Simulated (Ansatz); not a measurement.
## TiAl (P4/mmm), a vibration from a frozen displacement

These are results of DFT PBEsol, scalar-relativistic, plane waves, PAW in Ansatz 0.2.0, not measurements. The runs took a 420 eV cutoff, a Γ-centred 16×16×12 mesh and Gaussian smearing (0.15 eV). No spin polarisation. Energies are free energies at this smearing, counted from the undisturbed cell; pressure is positive in compression.

The starting cell (as given, not relaxed at this level; it stands at -3.9 GPa, and it needn't be the usual structure):

```xyz
2
Lattice="2.8373 0.0000 0.0000 0.0000 2.8373 0.0000 0.0000 0.0000 4.0591" Properties=species:S:1:pos:R:3 pbc="T T T"
Ti    0.0000    0.0000    0.0000
Al    1.4186    1.4186    2.0295
```

Every Al atom is moved by x along the Cartesian unit vector (-1.000, 0.000, 0.000); the cell and all other atoms stay fixed. The cell's volume is 32.68 Å³; the moved atoms weigh 26.982 u together and the others 47.867 u. Some rows repeat others by symmetry and weren't run.

| x (Å) | ΔE (meV/cell) | total force on the moved atoms along the move (eV/Å) | pressure (GPa) |
| --- | --- | --- | --- |
| -0.1000 | 21.31 | 0.4250 | -3.6879 |
| -0.0875 | 16.32 | 0.3723 | -3.7450 |
| -0.0750 | 12.00 | 0.3195 | -3.7945 |
| -0.0500 | 5.34 | 0.2133 | -3.8709 |
| -0.0250 | 1.33 | 0.1068 | -3.9168 |
| 0.0000 | 0.00 | 0.0000 | -3.9321 |
| 0.0250 | 1.33 | -0.1068 | -3.9168 |
| 0.0500 | 5.34 | -0.2133 | -3.8709 |
| 0.0750 | 12.00 | -0.3195 | -3.7945 |
| 0.0875 | 16.32 | -0.3723 | -3.7450 |
| 0.1000 | 21.31 | -0.4250 | -3.6879 |

What frequency belongs to this motion?

The force constant is k = −dF/dx = 4.272 eV/Å², from the parabola through x = -0.0250, 0 and 0.0250. In every cell the moved atoms swing against the rest, so the mass is μ = m₁m₂/(m₁ + m₂) = 17.255 u, and ν̃ = 521.5 cm⁻¹ × √(|k|/μ) = 259 cm⁻¹, at this cell's pressure of -3.9 GPa. To first order in x, and within 1 %, the force on every atom lies along the move and, within each of the two groups, in proportion to the atom's mass, so this is itself a mode at the zone centre of this cell.

How far does the harmonic law reach?

At x = -0.100 Å, kx²/2 = 21.36 meV against the computed 21.31 meV (-0.3 %): the well is still close to harmonic there.

The pressure changes with x². What does that say about the frequency under compression?

With E = k(V)x²/2, k ∝ V^(−2γ) and x scaling with the cell as V^(1/3), P − P0 = −∂E/∂V = (2γ − 2/3) ΔE/V. At x = 0.0500 Å, V(P − P0) = 32.68 × 0.06124 / 160.2 eV = 12.49 meV and ΔE = 5.34 meV, so γ = 1/3 + V(P − P0)/(2ΔE) = 1.50. This is the Grüneisen parameter of the motion under uniform scaling of the cell: shrinking the cell evenly by 1 % in volume raises the frequency by about 1.50 %.

In a metal these slopes depend on the k mesh and the smearing.

The positive force constant shows that the cell resists this sliding of the Al layers against the Ti layers. Al atoms keep their mutual distances as they move together, so the restoring force comes from the Ti–Al contacts, where Ti 3d states mix with Al 3s and 3p states. The fourfold axis makes the motion one of a degenerate in-plane pair, and metallic screening removes the LO–TO splitting that a polar insulator would show.

The nearly harmonic well and the Grüneisen parameter of 1.50 don't conflict. Symmetry forbids a cubic term along this path, but still lets the squared displacement couple to volume. Shorter Ti–Al contacts stiffen the motion, probably through stronger overlap and steeper short-range repulsion. Since the cell is under tension, relaxing it evenly to zero pressure should raise the frequency above 259 cm⁻¹. The out-of-plane optical mode strains the same contacts in a different direction, and its frequency doesn't follow from this one.
